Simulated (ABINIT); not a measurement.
The system is Au.

```
Au
1.0
     2.74841    0.00000    0.00000
     0.00000    2.74841    0.00000
     0.00000    0.00000    2.74841
Au
1
Direct
  0.50000 0.50000 0.50000
```

The cell was built by a generator and needn't be a form met in nature.

| Quantity | Value |
| --- | --- |
| Program | ABINIT 10.8.3 (patched build) |
| Task | single point |
| Functional | PBE |
| Potentials or basis | JTH PAW PBE v2.0 |
| Cutoff | 544 eV |
| k mesh | 10 × 10 × 10 |
| Occupations | fermi-dirac, width 0.05 eV |
| Spin | no spin polarisation |

On this cell: pressure 0.4 GPa; band gap on the k mesh none (metal or under the smearing width).

The same run follows on a disturbed copy (cell strained at random at fixed volume):

```
Au
1.0
     2.80732   -0.04335   -0.00085
    -0.04335    2.66350   -0.02410
    -0.00085   -0.02410    2.77744
Au
1
Direct
  0.48942 0.48341 0.48985
```

**Question.** What does the disturbed cell give?

**Answer.** The energy (extrapolated to zero smearing) moves by +22.7 meV/atom; pressure 1.2 GPa; band gap on the k mesh none (metal or under the smearing width).

Stress tensor (GPa, compression positive):
```
-3.66 -0.64 -0.06
-0.64  9.06 -0.37
-0.06 -0.37 -1.93
```
